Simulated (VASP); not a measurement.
# TePb (Fm-3m) in VASP: notebook

Runs on TePb. Level: PBE. Tasks: single point.

Program: VASP 6.6.1. These are calculated values, not measurements. Logs are shortened: lines on timing, memory, paths and dates and some standing lists are left out, and cuts for length are marked.

**1. The crystal as given**

The structure is cubic, space group Fm-3m (No. 225). Conventional cell: a = 6.462 Å, b = 6.462 Å, c = 6.462 Å, α = 90.00°, β = 90.00°, γ = 90.00°. Pb (site symmetry m-3m) has 6 Te at 3.23 Å as nearest neighbours. Te (site symmetry m-3m) is surrounded by 6 Pb at 3.23 Å.

**2. Single point, PBE**

Contents of INCAR:

```
SYSTEM = TePb
ADDGRID = .False.
ALGO = Normal
EDIFF = 1E-7
ENCUT = 400
GGA = PE
ISIF = 2
ISMEAR = 0
LASPH = .True.
LCHARG = .False.
LREAL = .False.
LWAVE = .False.
NELM = 100
PREC = Accurate
SIGMA = 0.05
```

Contents of KPOINTS:

```
k-points
0
Gamma
  9 9 9
  0 0 0
```

Contents of POSCAR:

```
TePb
1.0
    0.0000000000      3.2310000000      3.2310000000
    3.2310000000      0.0000000000      3.2310000000
    3.2310000000      3.2310000000      0.0000000000
Pb Te
1 1
Direct
    0.0000000000      0.0000000000      0.0000000000
    0.5000000000      0.5000000000      0.5000000000
```

Potentials or basis: VASP PAW PBE potentials, release 64 (Pb_d, Te).

Command:

```sh
> cat potpaw_PBE.64/Pb_d/POTCAR potpaw_PBE.64/Te/POTCAR > POTCAR
> mpirun -np 1 vasp_std > vasp.out
```

OUTCAR:

```text
SYSTEM = TePb
   EDIFF = 1E-7
   ENCUT = 400
   GGA = PE
   ISIF = 2
   ISMEAR = 0
   LASPH = .True.
   LREAL = .False.
   NELM = 100
   PREC = Accurate

 Found     35 irreducible k-points:

 Following reciprocal coordinates:
            Coordinates               Weight
  0.000000  0.000000  0.000000      1.000000
  0.111111  0.000000  0.000000      8.000000
  0.222222  0.000000  0.000000      8.000000
  0.333333  0.000000  0.000000      8.000000
  0.444444  0.000000  0.000000      8.000000
  0.111111  0.111111  0.000000      6.000000
   k-points           NKPTS =     35   k-points in BZ     NKDIM =     35   number of bands    NBANDS=     14
   number of dos      NEDOS =    301   number of ions     NIONS =      2
   total plane-waves  NPLWV =  27000
   dimension x,y,z NGX =    30 NGY =   30 NGZ =   30
   dimension x,y,z NGXF=    60 NGYF=   60 NGZF=   60
   ions per type =               1   1
   NGX,Y,Z   is equivalent  to a cutoff of  10.91, 10.91, 10.91 a.u.
   NGXF,Y,Z  is equivalent  to a cutoff of  21.83, 21.83, 21.83 a.u.
 SYSTEM =  TePb
   PREC   = accura    normal or accurate (medium, high low for compatibility)
   ISTART =      0    job   : 0-new  1-cont  2-samecut
   ICHARG =      2    charge: 1-file 2-atom 10-const
   ISPIN  =      1    spin polarized calculation?
   LNONCOLLINEAR =      F non collinear calculations
   LSORBIT =      F    spin-orbit coupling
   LASPH  =      T    aspherical Exc in radial PAW
   ENCUT  =  400.0 eV  29.40 Ry    5.42 a.u.   7.45  7.45  7.45*2*pi/ulx,y,z
   NELM   =    100;   NELMIN=  2; NELMDL= -5     # of ELM steps
   EDIFF  = 0.1E-06   stopping-criterion for ELM
   LREAL  =      F    real-space projection
   EDIFFG = 0.1E-05   stopping-criterion for IOM
   NSW    =      0    number of steps for IOM
   IBRION =     -1    ionic relax: 0-MD 1-quasi-New 2-CG
   NFREE  =      0    steps in history (QN), initial steepest desc. (CG)
   ISIF   =      2    stress and relaxation
   ISYM   =      2    0-nonsym 1-usesym 2-fastsym
   POTIM  = 0.5000    time-step for ionic-motion
   TEBEG  =    0.0;   TEEND  =   0.0 temperature during run
   PSTRESS=    0.0 pullay stress
   NELECT =      20.0000    total number of electrons
   NUPDOWN=      -1.0000    fix difference up-down
   EMIN   =  10.00;   EMAX   =-10.00  energy-range for DOS
   EFERMI =   0.00;   METHOD = LEGACY
   ISMEAR =     0;   SIGMA  =   0.05  broadening in eV -4-tet -1-fermi 0-gaus
   EFERMI_NEDOS =   21; number of points for ismear=-14 and -15
   IALGO  =     38    algorithm
   IMIX   =      4    mixing-type and parameters
     AMIX     =   0.40;   BMIX     =  1.00
     AMIX_MAG =   1.60;   BMIX_MAG =  1.00
  volume/ion in A,a.u.               =      33.73       227.62
  Fermi-wavevector in a.u.,A,eV,Ry     =   1.091619  2.062861 16.213147  1.191633
  Thomas-Fermi vector in A             =   2.227868
   LORBIT       =      0    0 simple, 1 ext, 2 COOP (PROOUT), +10 PAW based schemes
   GGA     = PE    functional components
   LHFCALC =     F    Hartree Fock is set to
   AEXX    =    0.0000 exact exchange contribution
   IVDW    =     0    specifies the selected vdW correction
   LEPSILON=     F    determine dielectric tensor
   LRPA    =     F    only Hartree local field effects (RPA)
 non-spin polarized calculation
 Gauss-broadening in eV      SIGMA  =   0.05
  energy-cutoff  :      400.00
  volume of cell :       67.46
 maximum number of plane-waves:      1243
 NGX is ok and might be reduce to    30
   NGX = 15   NGY = 15   NGZ = 15

 number of electron      19.9999997 magnetization

 Free energy of the ion-electron system (eV)
  ---------------------------------------------------
  ext. energy  EPLUGINS =         0.00000000
  ---------------------------------------------------
  free energy    TOTEN  =        -7.50172806 eV

  energy without entropy =       -7.50172806  energy(sigma->0) =       -7.50172806

 E-fermi :   5.8032     XC(G=0):  -9.3002

 val. band max:        5.5584061048   @ k =   0.4444   0.0000   0.0000
 cond. band min:       6.4690867369   @ k =   0.4444   0.0000   0.0000
 fundamental gap:      0.9106806322
 Fermi energy:         5.8031839076

 k-point     1 :       0.0000    0.0000    0.0000
  band No.  band energies     occupation
      1     -11.0961      2.00000
      2     -11.0961      2.00000
      3     -11.0868      2.00000
      4     -11.0868      2.00000
      5     -11.0868      2.00000
      6      -6.3940      2.00000
      7       0.0304      2.00000
      8       4.2778      2.00000
      9       4.2778      2.00000
     10       4.2778      2.00000
     11       9.7031      0.00000
     12       9.7031      0.00000
     13       9.7031      0.00000
     14      11.4208      0.00000

 k-point     2 :       0.1111    0.0000    0.0000
  band No.  band energies     occupation
      1     -11.0975      2.00000
      2     -11.0975      2.00000
      3     -11.0865      2.00000
      4     -11.0851      2.00000
      5     -11.0851      2.00000
      6      -6.2880      2.00000
      7      -0.3213      2.00000
      8       4.3092      2.00000
      9       4.3092      2.00000
     10       4.4766      2.00000
     11       9.0577      0.00000
     12       9.2120      0.00000
     13       9.2120      0.00000
     14      11.2740      0.00000
[... 37 lines left out ...]
      1     -11.1104      2.00000
      2     -11.1104      2.00000
      3     -11.0845      2.00000
      4     -11.0700      2.00000
      5     -11.0700      2.00000
      6      -5.0468      2.00000
      7      -2.8375      2.00000
      8       4.7110      2.00000
      9       4.7110      2.00000
     10       5.5584      2.00000
     11       6.4691      0.00000
     12       6.9686      0.00000
     13       6.9686      0.00000
     14      13.5215      0.00000

 k-point     6 :       0.1111    0.1111    0.0000
  band No.  band energies     occupation
      1     -11.1009      2.00000
      2     -11.0947      2.00000
      3     -11.0880      2.00000
      4     -11.0839      2.00000
      5     -11.0839      2.00000
      6      -6.2527      2.00000
      7      -0.3827      2.00000
      8       4.0684      2.00000
      9       4.0684      2.00000
     10       4.9589      2.00000
     11       8.1046      0.00000
     12       9.7235      0.00000
     13       9.7235      0.00000
     14      10.7230      0.00000

 [... further k-points ...]

------------------------ aborting loop because EDIFF is reached ----------------------------------------

  FORCE on cell =-STRESS in cart. coord.  units (eV):
  Direction    XX          YY          ZZ          XY          YZ          ZX
  --------------------------------------------------------------------------------------
  -------------------------------------------------------------------------------------
  Total        0.8746644      0.8746644      0.8746644      0.0000000      0.0000000     -0.0000000
  in kB       20.7735718     20.7735718     20.7735718      0.0000000      0.0000000     -0.0000000
  external PRESSURE =      20.7735718 kB  Pullay stress =       0.0000000 kB

 VOLUME and BASIS-vectors are now :
 -----------------------------------------------------------------------------
  energy-cutoff  :      400.00
  volume of cell :       67.46
      direct lattice vectors                 reciprocal lattice vectors
     0.000000000  3.231000000  3.231000000    -0.154750851  0.154750851  0.154750851
     3.231000000  0.000000000  3.231000000     0.154750851 -0.154750851  0.154750851
     3.231000000  3.231000000  0.000000000     0.154750851  0.154750851 -0.154750851

 POSITION                                       TOTAL-FORCE (eV/Angst)
 -----------------------------------------------------------------------------------
      0.00000      0.00000      0.00000        -0.000000      0.000000     -0.000000
      3.23100      3.23100      3.23100         0.000000     -0.000000      0.000000
 -----------------------------------------------------------------------------------
    total drift:                               -0.000000      0.000000      0.000000

  FREE ENERGIE OF THE ION-ELECTRON SYSTEM (eV)
  ---------------------------------------------------
  free  energy   TOTEN  =        -7.5017280564 eV

  energy  without entropy=       -7.5017280564  energy(sigma->0) =       -7.50172806
```

OSZICAR:

```text
N       E                     dE             d eps       ncg     rms          rms(c)
DAV:   1     0.144010575704E+03    0.14401E+03   -0.79810E+03   980   0.112E+03
DAV:   2     0.268454533037E+01   -0.14133E+03   -0.13816E+03  1028   0.314E+02
DAV:   3    -0.738165412651E+01   -0.10066E+02   -0.10016E+02  1328   0.928E+01
DAV:   4    -0.761462006905E+01   -0.23297E+00   -0.23289E+00  1208   0.173E+01
DAV:   5    -0.762254907096E+01   -0.79290E-02   -0.79289E-02  1314   0.265E+00    0.333E+00
DAV:   6    -0.750311629388E+01    0.11943E+00   -0.28529E-01  1324   0.434E+00    0.207E+00
DAV:   7    -0.749995477693E+01    0.31615E-02   -0.88281E-02  1234   0.170E+00    0.925E-01
DAV:   8    -0.750173738354E+01   -0.17826E-02   -0.99171E-03  1100   0.118E+00    0.134E-01
DAV:   9    -0.750167621906E+01    0.61164E-04   -0.10897E-03  1474   0.401E-01    0.549E-02
DAV:  10    -0.750172137628E+01   -0.45157E-04   -0.12147E-04  1004   0.875E-02    0.209E-02
DAV:  11    -0.750172817050E+01   -0.67942E-05   -0.28132E-05  1182   0.470E-02    0.106E-02
DAV:  12    -0.750172833018E+01   -0.15968E-06   -0.17382E-06  1244   0.133E-02    0.797E-03
DAV:  13    -0.750172802204E+01    0.30814E-06   -0.35539E-07  1118   0.492E-03    0.205E-03
DAV:  14    -0.750172805644E+01   -0.34393E-07   -0.27743E-07   854   0.544E-03
   1 F= -.75017281E+01 E0= -.75017281E+01  d E =-.120852E-13
```

It took 24 s on 1 thread of Intel Xeon Platinum 8488C (Sapphire Rapids), shared host; peak memory 0.17 GiB.

These settings aren't checked as converged: the numbers below hold their error.

What came out:

* Free energy: -7.5017 eV
* Pressure: 2.1 GPa

Caveat: this odd mesh misses L, where the gap lies, so gap, dielectric constants and Born charges aren't listed.

**3. Single point, PBE**

INCAR is that of step 2.

KPOINTS is that of step 2.

Contents of POSCAR:

```
TePb
1.0
    0.0000000000      3.2310000000      3.2310000000
    3.2310000000      0.0000000000      3.2310000000
    3.2310000000      3.2310000000      0.0000000000
Pb Te
1 1
Direct
   -0.0068530000      0.0005720000     -0.0056850000
    0.5279490000      0.4690950000      0.5208160000
```

Potentials or basis: VASP PAW PBE potentials, release 64 (Pb_d, Te).

Command:

```sh
> cat potpaw_PBE.64/Pb_d/POTCAR potpaw_PBE.64/Te/POTCAR > POTCAR
> mpirun -np 1 vasp_std > vasp.out
```

It took 3.4 min on 1 thread of Intel Xeon Platinum 8488C (Sapphire Rapids), shared host; peak memory 0.37 GiB.

The run converged, but some of its settings lie outside the range that counts as converged, so its numbers aren't taken as properties of the crystal.

Results:

| Quantity | Value |
| --- | --- |
| Free energy | -7.4828 eV |
| Pressure | 2.6 GPa |
| Largest force | 0.247 eV/Å |
| Band gap on the k mesh | 1.04 eV, direct |

Caveat: spin-orbit coupling is left out, which as a rule narrows the gap of such compounds by several tenths of an eV; an odd mesh through Γ misses points on the zone boundary, where band edges often lie.
